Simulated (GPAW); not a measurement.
# GaN (F-43m) in GPAW: notebook

Runs on GaN. Level: PBE. Tasks: single point.

All numbers are computed with GPAW 26.7.0; they aren't measurements. Logs are shortened: lines on timing, memory, paths and dates and some standing lists are left out, and cuts for length are marked. The log counts tension as positive stress, the text compression.

**Measured values to compare with.**

From a printed reference work, textbook, for a bulk crystal of GaN at 0 K: band gap 3.299 eV (direct).

How close the calculation comes is told below.

## (1) The crystal as given

The structure is cubic, space group F-43m (No. 216). Conventional cell: a = 4.507 Å, b = 4.507 Å, c = 4.507 Å, α = 90.00°, β = 90.00°, γ = 90.00°. Around Ga (site symmetry -43m) lie 4 N at 1.95 Å. N (site symmetry -43m) has 4 Ga at 1.95 Å as nearest neighbours.

The cell is a database's computed one.

## (2) Single point, PBE

Input file run.py:

```python
from ase.dft.bandgap import bandgap
from ase.io import read, write
from ase.units import GPa
from gpaw import GPAW, PW

atoms = read('POSCAR')

calc = GPAW(mode=PW(600),
            xc='PBE',
            kpts={'size': (8, 8, 8), 'gamma': True},
            occupations={'name': 'fermi-dirac', 'width': 0.05},
            nbands=11,
            maxiter=120,
            txt='gpaw.txt')
atoms.calc = calc
energy = atoms.get_potential_energy()
forces = atoms.get_forces()
stress = atoms.get_stress()
calc.write('gs.gpw')
write('result.traj', atoms)
print(f'Energy: {energy:.6f} eV')
print('Forces (eV/A):')
print(forces.round(4))
print('Stress (GPa):', (stress / GPa).round(3))
print('Fermi level:', round(calc.get_fermi_level(), 4), 'eV')
print(f'Gap: {bandgap(calc)[0]:.4f} eV, direct: {bandgap(calc, direct=True)[0]:.4f} eV')
```

Input file POSCAR:

```
GaN
1.0
    0.0000000000      2.2535006075      2.2535006075
    2.2535006075      0.0000000000      2.2535006075
    2.2535006075      2.2535006075      0.0000000000
Ga N
1 1
Direct
    0.0000000000      0.0000000000      0.0000000000
    0.2500000000      0.2500000000      0.2500000000
```

Potentials or basis: GPAW PAW data sets (gpaw-data 1.2.1), pw.

The run is started by

```bash
$ OMP_NUM_THREADS=1 python run.py
```

gpaw.txt:

```text
__  _  _
 | _ |_)|_||  |
 |__||  | ||/\| - 26.7.0

Input parameters:
  mode=PW(ecut=600.0),
  kpts=MonkhorstPack(size=(8, 8, 8), gamma=True),
  maxiter=120,
  nbands=11,
  occupations=Occupations(name='fermi-dirac', width=0.05),
  xc=XC(name='PBE')

Diagonalizing LCAO Hamiltonian
Converting LCAO to pw mode

           N
       Ga

Atoms  # Å, Bohr magnetons
|   | symbol |        x |        y |        z |    initial magnetic moments |
|---|--------|----------|----------|----------|-----------------------------|
| 0 |     Ga | 0.000000 | 0.000000 | 0.000000 | ( 0.0000,  0.0000,  0.0000) |
| 1 |      N | 1.126750 | 1.126750 | 1.126750 | ( 0.0000,  0.0000,  0.0000) |

Unit cell  # Å
| periodic |        x |        y |        z |  lengths |    angles |
|----------|----------|----------|----------|----------|-----------|
|      yes | 0.000000 | 2.253501 | 2.253501 | 3.186931 | 60.000000 |
|      yes | 2.253501 | 0.000000 | 2.253501 | 3.186931 | 60.000000 |
|      yes | 2.253501 | 2.253501 | 0.000000 | 3.186931 | 60.000000 |

Number of symmetries: 24
Symmetry operations  # r_c * U_cc + t_c -> r_c
|    | kind |            matrix            |
|----|------|------------------------------|
|  0 |  E   |  1, 0, 0,  0, 1, 0,  0, 0, 1 |
|  1 |  σ   |  1, 0, 0,  0, 0, 1,  0, 1, 0 |
|  2 |  σ   |  1, 0,-1,  0, 1,-1,  0, 0,-1 |
|  3 |  C3  |  1, 0,-1,  0, 0,-1,  0, 1,-1 |
|  4 |  C3  |  1,-1, 0,  0,-1, 1,  0,-1, 0 |
|  5 |  σ   |  1,-1, 0,  0,-1, 0,  0,-1, 1 |
|  6 |  σ   |  0, 1, 0,  1, 0, 0,  0, 0, 1 |
|  7 |  C3  |  0, 1, 0,  0, 0, 1,  1, 0, 0 |
|  8 |  C2  |  0, 1,-1,  1, 0,-1,  0, 0,-1 |
|  9 |  S4  |  0, 1,-1,  0, 0,-1,  1, 0,-1 |
| 10 |  C3  |  0, 0, 1,  1, 0, 0,  0, 1, 0 |
| 11 |  σ   |  0, 0, 1,  0, 1, 0,  1, 0, 0 |
| 12 |  S4  |  0, 0,-1,  1, 0,-1,  0, 1,-1 |
| 13 |  C3  |  0, 0,-1,  0, 1,-1,  1, 0,-1 |
| 14 |  S4  |  0,-1, 1,  1,-1, 0,  0,-1, 0 |
| 15 |  C2  |  0,-1, 1,  0,-1, 0,  1,-1, 0 |
| 16 |  C3  |  0,-1, 0,  1,-1, 0,  0,-1, 1 |
| 17 |  S4  |  0,-1, 0,  0,-1, 1,  1,-1, 0 |
| 18 |  S4  | -1, 1, 0, -1, 0, 1, -1, 0, 0 |
| 19 |  C3  | -1, 1, 0, -1, 0, 0, -1, 0, 1 |
| 20 |  C3  | -1, 0, 1, -1, 1, 0, -1, 0, 0 |
| 21 |  S4  | -1, 0, 1, -1, 0, 0, -1, 1, 0 |
| 22 |  σ   | -1, 0, 0, -1, 1, 0, -1, 0, 1 |
| 23 |  C2  | -1, 0, 0, -1, 0, 1, -1, 1, 0 |

BZ-sampling:
  Number of BZ points: 512
  Number of IBZ points: 29

  Monkhorst-Pack size: [8, 8, 8]
  Monkhorst-Pack shift: [0.0625, 0.0625, 0.0625]

K-points  # in reciprocal-cell coordinates
|     |                                coordinates |     weight |
|-----|--------------------------------------------|------------|
|   0 | (  0.00000000,   0.00000000,   0.00000000) | 0.00195312 |
|   1 | (  0.12500000,   0.12500000,   0.00000000) | 0.01171875 |
|   2 | (  0.12500000,   0.12500000,   0.12500000) | 0.01562500 |
|   3 | (  0.25000000,   0.12500000,   0.12500000) | 0.02343750 |
|   4 | (  0.25000000,   0.25000000,   0.00000000) | 0.01171875 |
|   5 | (  0.25000000,   0.25000000,   0.12500000) | 0.04687500 |
|   6 | (  0.25000000,   0.25000000,   0.25000000) | 0.01562500 |
|   7 | (  0.37500000,   0.25000000,  -0.37500000) | 0.04687500 |
|   8 | (  0.37500000,   0.25000000,   0.12500000) | 0.04687500 |
|   9 | (  0.37500000,   0.25000000,   0.25000000) | 0.04687500 |
| ... |                                            |            |
|  28 | (  0.50000000,   0.50000000,   0.50000000) | 0.00781250 |

Plane wave coefficients: 778
Cutoff: 600.0 eV

Spin-components: 1 (collinear spins)
Bands:           11
Projectors:      10
Spin-degeneracy: 2
Datatype:        complex128

Parallelization:
  kpt:    1
  domain: 1
  band:   1

Density:
  Valence electrons: 8.0
  Components: 1
  Grid points: [20 20 20]
  Charge: 0.0  # |e|

Potential:
  Grid points: [20 20 20]

species:
  Ga:
    name:    Gallium
    Z:       31.0
    valence: 3
    core:    28
    charge:  0.0  # [|e|]
    compensation charges:
      type: gauss
      rc: 0.37  # [Å]
      lmax: 2
    cutoffs:
      filter: 2.06  # [Å]
      core: 4.17  # [Å]
    projectors
    | kind |    occ | energy [eV] | rcut [Å] |
    |------|--------|-------------|----------|
    |   4s |  2.000 |      -8.945 |    1.164 |
    |   4p |  1.000 |      -2.580 |    1.164 |
    |    s |        |      18.266 |    1.164 |
    |    p |        |      24.631 |    1.164 |
    |    d |        |       0.000 |    1.164 |

    Using partial waves for Ga as LCAO basis

  N:
    name:    Nitrogen
    Z:       7.0
    valence: 5
    core:    2
    charge:  0.0  # [|e|]
    compensation charges:
      type: gauss
      rc: 0.18  # [Å]
      lmax: 2
    cutoffs:
      filter: 1.11  # [Å]
      core: 0.96  # [Å]
    projectors
    | kind |    occ | energy [eV] | rcut [Å] |
    |------|--------|-------------|----------|
    |   2s |  2.000 |     -18.583 |    0.603 |
    |   2p |  3.000 |      -7.089 |    0.529 |
    |    s |        |       8.629 |    0.603 |
    |    p |        |      20.123 |    0.529 |
    |    d |        |       0.000 |    0.577 |

    Using partial waves for N as LCAO basis

Reference energy: -54366.393033  # eV

eigensolver:
  PPCG
  Converge bands: occupied
  niter=2

density mixing:
  MSR1-Mixer
  Pratt-step length: 0.05
  Maximum mixing coefficient: 0.75
  Old densities: 10
  SVD Regularization: 0.005
  Good broyden scale: 1.0
  Trust region scale: 1.0
  Backstep threshold: 4.0
  History deletion threshold: 6.0
  Fourier metric: weight=20.0, sigma=0.015

occupation numbers:
  Fermi-Dirac:
    width: 0.0500  # eV

poisson solver:
  ecut: 4800.0  # eV

xc functional:
  name: PBE with 2 nearest neighbor stencil

convergence criteria:
- Maximum [total energy] change in last 3 cyles: 0.0005 eV / valence electron
- Maximum integral of absolute [dens]ity change: 0.0001 electrons / valence electron
- Maximum integral of absolute [eigenst]ate change: 4e-08 eV^2 / valence electron
maximum number of iterations: 120

SCF iterations
|iter     | |      energy | eigst |  dens |
|---------|-|-------------|-------|-------|
|iter:   1| |  -13.683373 | -0.32 |       |
|iter:   2| |  -13.206661 | -2.06 | -0.57 |
|iter:   3| |  -11.920659 | -0.70 | -0.62 |
|iter:   4| |  -11.919030 | -3.24 | -1.30 |
|iter:   5| |  -11.919787c| -3.52 | -1.57 |
|iter:   6| |  -11.919814c| -5.55 | -2.84 |
|iter:   7| |  -11.919827c| -6.23 | -3.17 |
|iter:   8| |  -11.919827c| -8.37c| -4.37c|

Converged in 8 steps
Energy contributions relative to reference atoms: (reference = -54366.393033)

Energy contributions:
  Kinetic:          33.000006
  Coulomb:         -28.728974
  Zero:              0.055508
  External:          0.000000
  Xc:              -16.246368
  Entropy:          -0.000000
  Spinorbit:         0.000000
  ----------------------------
  Free energy:     -11.919827
  Extrapolated:    -11.919827

dipole moment: (-12.570911, -12.570911, -12.570911)  # |e|*Ang

Fermi level: 7.332
Eigenvalues  # (at kpt = [0.000, 0.000, 0.000])
| band index |      eig [eV] | occ [0-2] |
|------------|---------------|-----------|
|          0 |        -9.481 |     2.000 |
|          1 |         6.408 |     2.000 |
|          2 |         6.408 |     2.000 |
|          3 |         6.408 |     2.000 |
|          4 |         8.212 |     0.000 |
|          5 |        16.801 |     0.000 |
|          6 |        16.801 |     0.000 |
|          7 |        16.801 |     0.000 |
|          8 |        24.093 |     0.000 |
|          9 |        24.823 |     0.000 |
|         10 |        24.826 |     0.000 |

Gap: 1.804 eV
Transition (v -> c):
  (s=0, k=0, n=3, [0.00, 0.00, 0.00]) -> (s=0, k=0, n=4, [0.00, 0.00, 0.00])
No difference between direct/indirect transitions

Forces  # eV/Ang
|       x |       y |        z |
|---------|---------|----------|
| 0.00000 | 0.00000 | -0.00000 |  # Ga   0
| 0.00000 | 0.00000 |  0.00000 |  # N    1

Stress tensor  # eV/Ang^3
|         x |         y |         z |
|-----------|-----------|-----------|
| -0.043923 | -0.000000 | -0.000000 |
| -0.000000 | -0.043923 |  0.000000 |
| -0.000000 |  0.000000 | -0.043923 |

# Writing to gs.gpw (mode='')
```

Run time: 5.6 s. Hardware: 1 thread of Arm Neoverse V1, shared host; peak memory 0.16 GiB.

Results:

* Free energy: -11.9198 eV
* Pressure: 7.0 GPa
* Band gap on the k mesh: 1.80 eV, direct

Levels at points of the mesh, in eV from the valence-band top:
```tsv
k point	band 1	band 2	band 3	band 4	band 5	band 6	band 7
(0.00, 0.00, 0.00)	-15.89	0.00	0.00	0.00	1.80	10.39	10.39
(0.50, 0.50, 0.00)	-12.88	-6.18	-2.66	-2.66	3.38	6.75	11.79
(0.50, 0.50, 0.50)	-13.62	-6.99	-0.96	-0.96	4.72	8.82	10.41
```

Caveat: the cutoff is short for stress and forces, so pressures can be off by a GPa or more.

## (3) Single point, PBE

Edit run.py of step 2 so:

```diff
@@ -7,3 +7,3 @@
 
-calc = GPAW(mode=PW(600),
+calc = GPAW(mode=PW(650),
             xc='PBE',
```

POSCAR is that of step 2.

Potentials or basis: GPAW PAW data sets (gpaw-data 1.2.1), pw.

The run is started by

```bash
$ OMP_NUM_THREADS=1 python run.py
```

gpaw.txt:

```text
__  _  _
 | _ |_)|_||  |
 |__||  | ||/\| - 26.7.0

Input parameters:
  mode=PW(ecut=650.0),
  kpts=MonkhorstPack(size=(8, 8, 8), gamma=True),
  maxiter=120,
  nbands=11,
  occupations=Occupations(name='fermi-dirac', width=0.05),
  xc=XC(name='PBE')

Diagonalizing LCAO Hamiltonian
Converting LCAO to pw mode

           N
       Ga

Atoms  # Å, Bohr magnetons
|   | symbol |        x |        y |        z |    initial magnetic moments |
|---|--------|----------|----------|----------|-----------------------------|
| 0 |     Ga | 0.000000 | 0.000000 | 0.000000 | ( 0.0000,  0.0000,  0.0000) |
| 1 |      N | 1.126750 | 1.126750 | 1.126750 | ( 0.0000,  0.0000,  0.0000) |

Unit cell  # Å
| periodic |        x |        y |        z |  lengths |    angles |
|----------|----------|----------|----------|----------|-----------|
|      yes | 0.000000 | 2.253501 | 2.253501 | 3.186931 | 60.000000 |
|      yes | 2.253501 | 0.000000 | 2.253501 | 3.186931 | 60.000000 |
|      yes | 2.253501 | 2.253501 | 0.000000 | 3.186931 | 60.000000 |

Number of symmetries: 24
Symmetry operations  # r_c * U_cc + t_c -> r_c
|    | kind |            matrix            |
|----|------|------------------------------|
|  0 |  E   |  1, 0, 0,  0, 1, 0,  0, 0, 1 |
|  1 |  σ   |  1, 0, 0,  0, 0, 1,  0, 1, 0 |
|  2 |  σ   |  1, 0,-1,  0, 1,-1,  0, 0,-1 |
|  3 |  C3  |  1, 0,-1,  0, 0,-1,  0, 1,-1 |
|  4 |  C3  |  1,-1, 0,  0,-1, 1,  0,-1, 0 |
|  5 |  σ   |  1,-1, 0,  0,-1, 0,  0,-1, 1 |
|  6 |  σ   |  0, 1, 0,  1, 0, 0,  0, 0, 1 |
|  7 |  C3  |  0, 1, 0,  0, 0, 1,  1, 0, 0 |
[... 143 lines left out ...]
- Maximum integral of absolute [dens]ity change: 0.0001 electrons / valence electron
- Maximum integral of absolute [eigenst]ate change: 4e-08 eV^2 / valence electron
maximum number of iterations: 120

SCF iterations
|iter     | |      energy | eigst |  dens |
|---------|-|-------------|-------|-------|
|iter:   1| |  -13.793338 | -0.30 |       |
|iter:   2| |  -13.307948 | -2.05 | -0.57 |
|iter:   3| |  -12.003222 | -0.70 | -0.62 |
|iter:   4| |  -12.001975 | -3.23 | -1.30 |
|iter:   5| |  -12.002868c| -3.51 | -1.57 |
|iter:   6| |  -12.002892c| -5.56 | -2.85 |
|iter:   7| |  -12.002904c| -6.24 | -3.17 |
|iter:   8| |  -12.002904c| -8.36c| -4.37c|

Converged in 8 steps
Energy contributions relative to reference atoms: (reference = -54366.393033)

Energy contributions:
  Kinetic:          33.517966
  Coulomb:         -29.321115
  Zero:              0.082909
  External:          0.000000
  Xc:              -16.282664
  Entropy:          -0.000000
  Spinorbit:         0.000000
  ----------------------------
  Free energy:     -12.002904
  Extrapolated:    -12.002904

dipole moment: (-12.569318, -12.569318, -12.569318)  # |e|*Ang

Fermi level: 7.297
Eigenvalues  # (at kpt = [0.000, 0.000, 0.000])
| band index |      eig [eV] | occ [0-2] |
|------------|---------------|-----------|
|          0 |        -9.471 |     2.000 |
|          1 |         6.395 |     2.000 |
|          2 |         6.395 |     2.000 |
|          3 |         6.395 |     2.000 |
|          4 |         8.221 |     0.000 |
|          5 |        16.800 |     0.000 |
|          6 |        16.800 |     0.000 |
|          7 |        16.800 |     0.000 |
|          8 |        24.090 |     0.000 |
|          9 |        24.818 |     0.000 |
|         10 |        24.827 |     0.000 |

Gap: 1.826 eV
Transition (v -> c):
  (s=0, k=0, n=3, [0.00, 0.00, 0.00]) -> (s=0, k=0, n=4, [0.00, 0.00, 0.00])
No difference between direct/indirect transitions

Forces  # eV/Ang
|        x |        y |       z |
|----------|----------|---------|
| -0.00000 | -0.00000 | 0.00000 |  # Ga   0
|  0.00000 |  0.00000 | 0.00000 |  # N    1

Stress tensor  # eV/Ang^3
|         x |         y |         z |
|-----------|-----------|-----------|
| -0.059648 |  0.000000 |  0.000000 |
|  0.000000 | -0.059648 | -0.000000 |
|  0.000000 | -0.000000 | -0.059648 |

# Writing to gs.gpw (mode='')
```

Run time: 4.7 s. Hardware: 1 thread of Arm Neoverse V2, shared host; peak memory 0.13 GiB.

What came out:

| Item | Value |
| --- | --- |
| Free energy | -12.0029 eV |
| Pressure | 9.6 GPa |
| Band gap on the k mesh | 1.83 eV, direct |

Caveat: the cutoff is short for stress and forces, so pressures can be off by a GPa or more.

## (4) Against experiment

Step 2. Measured gap of GaN: 3.299 eV (direct; 0 K; a printed reference work, textbook). This calculation gives 1.80 eV (-1.50 eV). Spin-orbit coupling on Ga is left out. The value is that of PBE, without temperature or zero-point motion. Semilocal functionals fall short of measured gaps as a rule. The cell is a database's relaxed one, not the measured one, which moves gaps too.

Step 3. Against the measured gap of GaN, 3.299 eV (direct; 0 K; a printed reference work, textbook), the calculated 1.83 eV is off by -1.47 eV. Spin-orbit coupling on Ga is left out. The value is that of PBE, without temperature or zero-point motion. Semilocal functionals fall short of measured gaps as a rule. The cell is a database's relaxed one, not the measured one, which moves gaps too.
